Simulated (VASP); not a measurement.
The system is KCl.

```
K Cl
1.0
     3.83920    0.00000    0.00000
     0.00000    3.83920    0.00000
     0.00000    0.00000    3.83920
K Cl
1 1
Direct
  0.00000 0.00000 0.00000
  0.50000 0.50000 0.50000
```

Measurements of this composition are mostly on another form, of space group No. 225.

Base run:

```yaml
Program: VASP 6.6.1
Functional: HSE03
Potentials_or_basis: VASP PAW PBE potentials, release 64 (K_sv, Cl)
Cutoff: 520 eV
k_mesh: 6 × 6 × 6
Occupations: gaussian, width 0.02 eV
Spin: no spin polarisation
```

Its results: band gap on the k mesh 5.87 eV, indirect (least direct gap 6.09 eV); pressure -0.4 GPa.

Q: The run is repeated on the same cell with these changes: functional from HSE03 to PBE0. What comes out?

A: Band gap on the k mesh 6.84 eV, indirect (least direct gap 7.06 eV); pressure -0.5 GPa.

Caveats: the PAW data sets were made with another functional, which shifts forces and pressure a little.
